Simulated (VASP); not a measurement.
# CaSe (Fm-3m) in VASP: further runs

One crystal, CaSe, is run at these levels: LDA, PBEsol, r2SCAN, TB-mBJ; tasks: band structure.

Program: VASP 6.6.1. These are calculated values, not measurements. Logs are shortened: lines on timing, memory, paths and dates and some standing lists are left out, and cuts for length are marked.

**Experimental background.**

From a printed reference work, monograph, original work of 1988, for a bulk crystal of CaSe at 2 K: band gap 3.85 eV (indirect).

The runs below are set against these values where they give the same quantity.

### 1 Starting point

Symmetry: Fm-3m, No. 225, cubic system. The conventional cell has a = 5.912 Å, b = 5.912 Å, c = 5.912 Å, α = 90.00°, β = 90.00°, γ = 90.00°. Se (site symmetry m-3m) has 6 Ca at 2.96 Å as nearest neighbours. Ca (site symmetry m-3m) has 6 Se at 2.96 Å as nearest neighbours.

### 2 Band structure, LDA

POSCAR reads:

```
CaSe
1.0
    0.0000000000      2.9560000000      2.9560000000
    2.9560000000      0.0000000000      2.9560000000
    2.9560000000      2.9560000000      0.0000000000
Se Ca
1 1
Direct
    0.5000000000      0.5000000000      0.5000000000
    0.0000000000      0.0000000000      0.0000000000
```

INCAR.step1 reads:

```
PREC = Accurate
ENCUT = 520
EDIFF = 1E-7
ISMEAR = 0
SIGMA = 0.02
LREAL = False
LASPH = True
NELM = 80
ALGO = Fast
ISIF = 2
LWAVE = False
LCHARG = True
```

KPOINTS.step1 reads:

```
regular mesh
0
Gamma
  8 8 8
```

INCAR.step2 reads:

```
PREC = Accurate
ENCUT = 520
EDIFF = 1E-7
ISMEAR = 0
SIGMA = 0.05
LREAL = False
LASPH = True
NELM = 80
ALGO = Fast
ISIF = 2
LWAVE = False
LCHARG = False
ICHARG = 11
```

KPOINTS.step2 reads:

```
path GXWKGLUWLK,UX
15
line-mode
reciprocal
 0.0000000000  0.0000000000  0.0000000000  G
 0.5000000000  0.0000000000  0.5000000000  X

 0.5000000000  0.0000000000  0.5000000000  X
 0.5000000000  0.2500000000  0.7500000000  W

 0.5000000000  0.2500000000  0.7500000000  W
 0.3750000000  0.3750000000  0.7500000000  K

 0.3750000000  0.3750000000  0.7500000000  K
 0.0000000000  0.0000000000  0.0000000000  G

 0.0000000000  0.0000000000  0.0000000000  G
 0.5000000000  0.5000000000  0.5000000000  L

 0.5000000000  0.5000000000  0.5000000000  L
 0.6250000000  0.2500000000  0.6250000000  U

 0.6250000000  0.2500000000  0.6250000000  U
 0.5000000000  0.2500000000  0.7500000000  W

 0.5000000000  0.2500000000  0.7500000000  W
 0.5000000000  0.5000000000  0.5000000000  L

 0.5000000000  0.5000000000  0.5000000000  L
 0.3750000000  0.3750000000  0.7500000000  K

 0.6250000000  0.2500000000  0.6250000000  U
 0.5000000000  0.0000000000  0.5000000000  X
```

Potentials or basis: VASP PAW LDA potentials, release 64 (Se, Ca_sv).

Command:

```bash
$ cat potpaw_LDA.64/Se/POTCAR potpaw_LDA.64/Ca_sv/POTCAR > POTCAR
$ cp INCAR.step1 INCAR
$ cp KPOINTS.step1 KPOINTS
$ mpirun -np 1 vasp_std > vasp.out
$ cp INCAR.step2 INCAR
$ cp KPOINTS.step2 KPOINTS
$ mpirun -np 1 vasp_std > vasp.out
```

OUTCAR:

```text
PREC = Accurate
   ENCUT = 520
   EDIFF = 1E-7
   ISMEAR = 0
   LREAL = False
   LASPH = True
   NELM = 80
   ISIF = 2
   ICHARG = 11

 ion  position               nearest neighbor table
   1  0.500  0.500  0.500-   2 2.96   2 2.96   2 2.96   2 2.96   2 2.96   2 2.96
   2  0.000  0.000  0.000-   1 2.96   1 2.96   1 2.96   1 2.96   1 2.96   1 2.96

  LATTYP: Found a face centered cubic cell.
 ALAT       =     5.9120000000

  Lattice vectors:

 A1 = (   0.0000000000,   2.9560000000,   2.9560000000)
 A2 = (   2.9560000000,   0.0000000000,   2.9560000000)
 A3 = (   2.9560000000,   2.9560000000,   0.0000000000)

Analysis of symmetry for initial positions (statically):
=====================================================================
 Subroutine PRICEL returns:
 Original cell was already a primitive cell.

 Routine SETGRP: Setting up the symmetry group for a
 face centered cubic supercell.

 Subroutine GETGRP returns: Found 48 space group operations
 (whereof 48 operations were pure point group operations)
 out of a pool of 48 trial point group operations.

The static configuration has the point symmetry O_h .

Analysis of symmetry for dynamics (positions and initial velocities):
=====================================================================
 Subroutine PRICEL returns:
 Original cell was already a primitive cell.

 Routine SETGRP: Setting up the symmetry group for a
 face centered cubic supercell.

 Subroutine GETGRP returns: Found 48 space group operations
 (whereof 48 operations were pure point group operations)
 out of a pool of 48 trial point group operations.

The dynamic configuration has the point symmetry O_h .

 Subroutine INISYM returns: Found 48 space group operations
 (whereof 48 operations are pure point group operations),
 and found     1 'primitive' translations

----------------------------------------------------------------------------------------

                                     Primitive cell

  volume of cell :      51.6587

  direct lattice vectors                    reciprocal lattice vectors
     0.000000000  2.956000000  2.956000000    -0.169147497  0.169147497  0.169147497
     2.956000000  0.000000000  2.956000000     0.169147497 -0.169147497  0.169147497
     2.956000000  2.956000000  0.000000000     0.169147497  0.169147497 -0.169147497

  length of vectors
     4.180415290  4.180415290  4.180415290     0.292972058  0.292972058  0.292972058

  position of ions in fractional coordinates (direct lattice)
     0.500000000  0.500000000  0.500000000
     0.000000000  0.000000000  0.000000000

  ion indices of the primitive-cell ions
   primitive index   ion index
                 1           1
                 2           2

----------------------------------------------------------------------------------------

 KPOINTS: path GXWKGLUWLK,UX

Interpolating k-points between supplied coordinates.

 Line segments in fractional coordinates (reciprocal lattice):
    0.000000  0.000000  0.000000  ...  0.500000  0.000000  0.500000
    0.500000  0.000000  0.500000  ...  0.500000  0.250000  0.750000
    0.500000  0.250000  0.750000  ...  0.375000  0.375000  0.750000
    0.375000  0.375000  0.750000  ...  0.000000  0.000000  0.000000
    0.000000  0.000000  0.000000  ...  0.500000  0.500000  0.500000
    0.500000  0.500000  0.500000  ...  0.625000  0.250000  0.625000
    0.625000  0.250000  0.625000  ...  0.500000  0.250000  0.750000
    0.500000  0.250000  0.750000  ...  0.500000  0.500000  0.500000
    0.500000  0.500000  0.500000  ...  0.375000  0.375000  0.750000
    0.625000  0.250000  0.625000  ...  0.500000  0.000000  0.500000

 Generated    15 points on each line segment, for a total of    150 k-points:

 Following reciprocal coordinates:
            Coordinates               Weight
  0.000000  0.000000  0.000000      0.006667
  0.035714  0.000000  0.035714      0.006667
  0.071429  0.000000  0.071429      0.006667
  0.107143  0.000000  0.107143      0.006667
  0.142857  0.000000  0.142857      0.006667
  0.178571  0.000000  0.178571      0.006667
[... 16 lines left out ...]
  0.500000  0.125000  0.625000      0.006667
  0.500000  0.142857  0.642857      0.006667
 [... further k-points ...]
   k-points           NKPTS =    150   k-points in BZ     NKDIM =    150   number of bands    NBANDS=     12
   number of dos      NEDOS =    301   number of ions     NIONS =      2
   total plane-waves  NPLWV =  32768
   dimension x,y,z NGX =    32 NGY =   32 NGZ =   32
   dimension x,y,z NGXF=    64 NGYF=   64 NGZF=   64
   ions per type =               1   1
   NGX,Y,Z   is equivalent  to a cutoff of  12.73, 12.73, 12.73 a.u.
   NGXF,Y,Z  is equivalent  to a cutoff of  25.45, 25.45, 25.45 a.u.
 SYSTEM =  unknown system
   PREC   = accura    normal or accurate (medium, high low for compatibility)
   ISTART =      0    job   : 0-new  1-cont  2-samecut
   ICHARG =     11    charge: 1-file 2-atom 10-const
   ISPIN  =      1    spin polarized calculation?
   LNONCOLLINEAR =      F non collinear calculations
   LSORBIT =      F    spin-orbit coupling
   LASPH  =      T    aspherical Exc in radial PAW
   ENCUT  =  520.0 eV  38.22 Ry    6.18 a.u.   7.77  7.77  7.77*2*pi/ulx,y,z
   NELM   =     80;   NELMIN=  2; NELMDL=  0     # of ELM steps
   EDIFF  = 0.1E-06   stopping-criterion for ELM
   LREAL  =      F    real-space projection
   EDIFFG = 0.1E-05   stopping-criterion for IOM
   NSW    =      0    number of steps for IOM
   IBRION =     -1    ionic relax: 0-MD 1-quasi-New 2-CG
   NFREE  =      0    steps in history (QN), initial steepest desc. (CG)
   ISIF   =      2    stress and relaxation
   ISYM   =      2    0-nonsym 1-usesym 2-fastsym
   POTIM  = 0.5000    time-step for ionic-motion
   TEBEG  =    0.0;   TEEND  =   0.0 temperature during run
   PSTRESS=    0.0 pullay stress
   NELECT =      16.0000    total number of electrons
   NUPDOWN=      -1.0000    fix difference up-down
   EMIN   =  10.00;   EMAX   =-10.00  energy-range for DOS
   EFERMI =   0.00;   METHOD = LEGACY
   ISMEAR =     0;   SIGMA  =   0.05  broadening in eV -4-tet -1-fermi 0-gaus
   EFERMI_NEDOS =   21; number of points for ismear=-14 and -15
   IALGO  =     68    algorithm
   IMIX   =      4    mixing-type and parameters
     AMIX     =   0.40;   BMIX     =  1.00
     AMIX_MAG =   1.60;   BMIX_MAG =  1.00
  volume/ion in A,a.u.               =      25.83       174.30
  Fermi-wavevector in a.u.,A,eV,Ry     =   1.107645  2.093145 16.692666  1.226876
  Thomas-Fermi vector in A             =   2.244161
   LORBIT       =      0    0 simple, 1 ext, 2 COOP (PROOUT), +10 PAW based schemes
   GGA     = CA    functional components
   LHFCALC =     F    Hartree Fock is set to
   AEXX    =    0.0000 exact exchange contribution
   IVDW    =     0    specifies the selected vdW correction
   LEPSILON=     F    determine dielectric tensor
   LRPA    =     F    only Hartree local field effects (RPA)
 non-spin polarized calculation
 RMM-DIIS sequential band-by-band and
 Gauss-broadening in eV      SIGMA  =   0.05
  energy-cutoff  :      520.00
  volume of cell :       51.66
 maximum number of plane-waves:      1411
 NGX is ok and might be reduce to    32

 number of electron      15.9999999 magnetization

 Free energy of the ion-electron system (eV)
  ---------------------------------------------------
  ext. energy  EPLUGINS =         0.00000000
  ---------------------------------------------------
  free energy    TOTEN  =       -10.34397134 eV

  energy without entropy =      -10.34397134  energy(sigma->0) =      -10.34397134

 E-fermi :   2.5950     XC(G=0):  -9.5036

 val. band max:        2.3603093542   @ k =   0.0000   0.0000   0.0000
 cond. band min:       4.2200314530   @ k =   0.5000   0.0000   0.5000
 fundamental gap:      1.8597220987
 Fermi energy:         2.5950452824

 k-point     1 :       0.0000    0.0000    0.0000
  band No.  band energies     occupation
      1     -36.9124      2.00000
      2     -18.2036      2.00000
      3     -18.2036      2.00000
      4     -18.2036      2.00000
      5      -9.4841      2.00000
      6       2.3603      2.00000
      7       2.3603      2.00000
      8       2.3603      2.00000
      9       5.4738      0.00000
     10       5.9053      0.00000
     11       5.9053      0.00000
     12       5.9053      0.00000

 k-point     2 :       0.0357    0.0000    0.0357
  band No.  band energies     occupation
      1     -36.9123      2.00000
      2     -18.2051      2.00000
      3     -18.2040      2.00000
      4     -18.2040      2.00000
      5      -9.4734      2.00000
      6       2.2360      2.00000
      7       2.3368      2.00000
      8       2.3368      2.00000
      9       5.5731      0.00000
     10       5.8741      0.00000
     11       5.9561      0.00000
     12       5.9561      0.00000

 k-point     3 :       0.0714    0.0000    0.0714
  band No.  band energies     occupation
      1     -36.9119      2.00000
      2     -18.2095      2.00000
      3     -18.2053      2.00000
      4     -18.2053      2.00000
      5      -9.4425      2.00000
      6       1.9250      2.00000
      7       2.2711      2.00000
      8       2.2711      2.00000
      9       5.7802      0.00000
     10       5.7847      0.00000
     11       6.1022      0.00000
     12       6.1023      0.00000

 k-point     4 :       0.1071    0.0000    0.1071
  band No.  band energies     occupation
      1     -36.9113      2.00000
      2     -18.2164      2.00000
      3     -18.2074      2.00000
      4     -18.2074      2.00000
      5      -9.3938      2.00000
      6       1.5332      2.00000
      7       2.1753      2.00000
      8       2.1753      2.00000
      9       5.6485      0.00000
     10       5.9774      0.00000
     11       6.3270      0.00000
     12       6.3309      0.00000

 k-point     5 :       0.1429    0.0000    0.1429
  band No.  band energies     occupation
      1     -36.9105      2.00000
      2     -18.2252      2.00000
      3     -18.2102      2.00000
      4     -18.2102      2.00000
      5      -9.3314      2.00000
      6       1.1332      2.00000
      7       2.0634      2.00000
      8       2.0634      2.00000
      9       5.4802      0.00000
     10       6.1423      0.00000
     11       6.6083      0.00000
     12       6.6119      0.00000
[... 228 lines left out ...]
      1     -36.9025      2.00000
      2     -18.2881      2.00000
      3     -18.2431      2.00000
      4     -18.2411      2.00000
      5      -8.8777      2.00000
      6      -0.1213      2.00000
      7       1.1632      2.00000
      8       1.1692      2.00000
      9       4.6678      0.00000
     10       7.3044      0.00000
     11       7.9008      0.00000
     12       8.0956      0.00000

 k-point    22 :       0.5000    0.1071    0.6071
  band No.  band energies     occupation
      1     -36.9025      2.00000
      2     -18.2864      2.00000
      3     -18.2448      2.00000
      4     -18.2419      2.00000
      5      -8.8679      2.00000
      6      -0.0915      2.00000
      7       1.0734      2.00000
      8       1.0839      2.00000
      9       4.8413      0.00000
     10       7.3227      0.00000
     11       8.0077      0.00000
     12       8.0513      0.00000

 k-point    23 :       0.5000    0.1250    0.6250
  band No.  band energies     occupation
      1     -36.9025      2.00000
      2     -18.2844      2.00000
      3     -18.2468      2.00000
      4     -18.2427      2.00000
      5      -8.8575      2.00000
      6      -0.0561      2.00000
      7       0.9790      2.00000
      8       0.9976      2.00000
      9       5.0329      0.00000
     10       7.3452      0.00000
     11       7.8970      0.00000
     12       8.1440      0.00000

 k-point    24 :       0.5000    0.1429    0.6429
  band No.  band energies     occupation
      1     -36.9025      2.00000
      2     -18.2822      2.00000
      3     -18.2490      2.00000
      4     -18.2435      2.00000
      5      -8.8470      2.00000
      6      -0.0152      2.00000
      7       0.8826      2.00000
      8       0.9143      2.00000
      9       5.2392      0.00000
     10       7.3652      0.00000
     11       7.7712      0.00000
     12       8.1071      0.00000

 [... further k-points ...]
[... 5 lines left out ...]
  --------------------------------------------------------------------------------------
  -------------------------------------------------------------------------------------
  Total        0.0760847      0.0760847      0.0760847     -0.0000000     -0.0000000     -0.0000000
  in kB        2.3597440      2.3597440      2.3597440     -0.0000000     -0.0000000     -0.0000000
  external PRESSURE =       2.3597440 kB  Pullay stress =       0.0000000 kB

 VOLUME and BASIS-vectors are now :
 -----------------------------------------------------------------------------
  energy-cutoff  :      520.00
  volume of cell :       51.66
      direct lattice vectors                 reciprocal lattice vectors
     0.000000000  2.956000000  2.956000000    -0.169147497  0.169147497  0.169147497
     2.956000000  0.000000000  2.956000000     0.169147497 -0.169147497  0.169147497
     2.956000000  2.956000000  0.000000000     0.169147497  0.169147497 -0.169147497

 POSITION                                       TOTAL-FORCE (eV/Angst)
 -----------------------------------------------------------------------------------
      2.95600      2.95600      2.95600        -0.000000      0.000000      0.000000
      0.00000      0.00000      0.00000         0.000000     -0.000000     -0.000000
 -----------------------------------------------------------------------------------
    total drift:                                0.000000     -0.000000     -0.000000

  FREE ENERGIE OF THE ION-ELECTRON SYSTEM (eV)
  ---------------------------------------------------
  free  energy   TOTEN  =       -10.3439713365 eV

  energy  without entropy=      -10.3439713365  energy(sigma->0) =      -10.34397134
```

It took 92 s on 1 thread of AMD EPYC 7R13 (Zen 3), shared host; peak memory 0.2 GiB.

What came out:

| Item | Value |
| --- | --- |
| Band gap on the k mesh | 1.86 eV, indirect (least direct gap 2.80 eV) |
| Band gap along the path | 1.86 eV, indirect (least direct gap 2.80 eV) |

Levels at the corners of the path, in eV from the valence-band top:
```
point  band 5  band 6  band 7  band 8  band 9  band 10  band 11  band 12
    Γ  -11.84    0.00    0.00    0.00    3.11     3.55     3.55     3.55
    X  -11.26   -2.55   -0.94   -0.94    1.86     4.85     4.93     5.90
    X  -11.26   -2.55   -0.94   -0.94    1.86     4.85     4.93     5.90
    W  -11.17   -2.01   -2.01   -1.72    4.26     4.26     5.10     5.62
    W  -11.17   -2.01   -2.01   -1.72    4.26     4.26     5.11     5.72
    K  -11.18   -2.29   -2.09   -1.14    3.12     5.56     5.58     5.63
    K  -11.18   -2.29   -2.09   -1.14    3.12     5.54     5.57     5.58
    Γ  -11.84    0.00    0.00    0.00    3.11     3.55     3.55     3.55
    Γ  -11.84    0.00    0.00    0.00    3.11     3.55     3.55     3.55
    L  -11.13   -3.35   -1.23   -1.23    4.37     5.33     5.35     5.35
    L  -11.13   -3.35   -1.23   -1.23    4.37     5.33     5.35     5.35
    U  -11.18   -2.29   -2.09   -1.14    3.12     5.54     5.57     5.58
    U  -11.18   -2.29   -2.09   -1.14    3.12     5.55     5.58     5.60
    W  -11.17   -2.01   -2.01   -1.72    4.26     4.26     5.10     5.67
    W  -11.17   -2.01   -2.01   -1.72    4.26     4.26     5.10     5.62
    L  -11.13   -3.35   -1.23   -1.23    4.37     5.33     5.35     5.35
    L  -11.13   -3.35   -1.23   -1.23    4.37     5.33     5.35     5.35
    K  -11.18   -2.29   -2.09   -1.14    3.12     5.57     5.58     5.63
    U  -11.18   -2.29   -2.09   -1.14    3.12     5.56     5.57     5.60
    X  -11.26   -2.55   -0.94   -0.94    1.86     4.87     4.93     5.90
```

Caveat: the log is that of the step along the path at fixed density, whose energy, stress, charges and moments have no meaning.

### 3 Band structure, PBEsol

POSCAR is that of step 2.

Changes to INCAR.step1 since step 2:

```diff
@@ -12 +12,2 @@
 LCHARG = True
+GGA = PS
```

KPOINTS.step1 is that of step 2.

Changes to INCAR.step2 since step 2:

```diff
@@ -12,2 +12,3 @@
 LCHARG = False
+GGA = PS
 ICHARG = 11
```

KPOINTS.step2 is that of step 2.

Potentials or basis: VASP PAW PBE potentials, release 64 (Se, Ca_sv).

Command:

```bash
$ cat potpaw_PBE.64/Se/POTCAR potpaw_PBE.64/Ca_sv/POTCAR > POTCAR
$ cp INCAR.step1 INCAR
$ cp KPOINTS.step1 KPOINTS
$ mpirun -np 1 vasp_std > vasp.out
$ cp INCAR.step2 INCAR
$ cp KPOINTS.step2 KPOINTS
$ mpirun -np 1 vasp_std > vasp.out
```

Wall time 94 s (1 thread of AMD EPYC 7R13 (Zen 3), shared host); peak memory 0.22 GiB.

It converged, with:

* Band gap on the k mesh: 1.92 eV, indirect (least direct gap 2.87 eV)
* Band gap along the path: 1.92 eV, indirect (least direct gap 2.87 eV)

Levels at the corners of the path, in eV from the valence-band top:
```
point  band 5  band 6  band 7  band 8  band 9  band 10  band 11  band 12
    Γ  -11.83    0.00    0.00    0.00    3.19     3.65     3.65     3.65
    X  -11.24   -2.56   -0.95   -0.95    1.92     4.94     5.04     6.04
    X  -11.24   -2.56   -0.95   -0.95    1.92     4.95     5.04     6.04
    W  -11.15   -2.02   -2.02   -1.70    4.35     4.35     5.20     5.73
    W  -11.15   -2.02   -2.02   -1.70    4.35     4.35     5.21     5.83
    K  -11.16   -2.30   -2.09   -1.13    3.19     5.69     5.71     5.77
    K  -11.16   -2.30   -2.09   -1.13    3.19     5.65     5.71     5.71
    Γ  -11.83    0.00    0.00    0.00    3.19     3.65     3.65     3.65
    Γ  -11.83    0.00    0.00    0.00    3.19     3.65     3.65     3.65
    L  -11.12   -3.34   -1.22   -1.22    4.38     5.45     5.49     5.49
    L  -11.12   -3.34   -1.22   -1.22    4.38     5.45     5.49     5.49
    U  -11.16   -2.30   -2.09   -1.13    3.19     5.65     5.71     5.71
    U  -11.16   -2.30   -2.09   -1.13    3.19     5.66     5.71     5.73
    W  -11.15   -2.02   -2.02   -1.70    4.35     4.35     5.20     5.77
    W  -11.15   -2.02   -2.02   -1.70    4.35     4.35     5.20     5.74
    L  -11.12   -3.34   -1.22   -1.22    4.38     5.45     5.49     5.49
    L  -11.12   -3.34   -1.22   -1.22    4.38     5.45     5.49     5.49
    K  -11.16   -2.30   -2.09   -1.13    3.19     5.70     5.71     5.76
    U  -11.16   -2.30   -2.09   -1.13    3.19     5.67     5.71     5.74
    X  -11.24   -2.56   -0.95   -0.95    1.92     4.96     5.04     6.03
```

Caveat: the log is that of the step along the path at fixed density, whose energy, stress, charges and moments have no meaning; the PAW data sets were made with another functional, which shifts forces and pressure a little.

[end of part 1 of 2]
